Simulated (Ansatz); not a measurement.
A plane-wave DFT run in Ansatz 0.2.0 (scalar-relativistic PAW potentials unless the input names others): input and command.

```yaml
crystal:
  lattice:
    - [-2.9764078218, 0.0, -2.9764078218]
    - [0.0, -2.9764078218, -2.9764078218]
    - [-2.9764078218, -2.9764078218, 0.0]
  atoms:
    - { symbol: Al, position: [-0.0209984665, 0.0209984665, 0.0209984665] }
    - { symbol: Al, position: [0.5209984665, 0.4790015335, 0.4790015335] }
    - { symbol: Ru, position: [0.25, 0.25, 0.25] }
    - { symbol: Ru, position: [0.75, 0.75, 0.75] }
basis:
  ecutwfc: 420
kpoints:
  mp_grid: { grid: [18, 18, 18], kspacing: 0.3 }
hamiltonian:
  xc: pbesol
scf:
  occupations: { method: gaussian, width: 0.15 }
  max_iter: 50
output:
  forces: true
  eigenvalues: true
  stress: true
```

```bash
ansatz run input.yaml --threads 2 --pin off --max-ram 5120MiB --backend cpu --events-out ev --progress --plain --runs-dir out
```

Task: Will this input run?

Result: The program refuses it, because of a mesh typed together with a spacing (kpoints.mp_grid.kspacing: not typed → 0.3). Without that key it is accepted.

Abridged log:
```
Error: invalid value for `kpoints.mp_grid.kspacing`: mutually exclusive with `grid` — set one or the other
```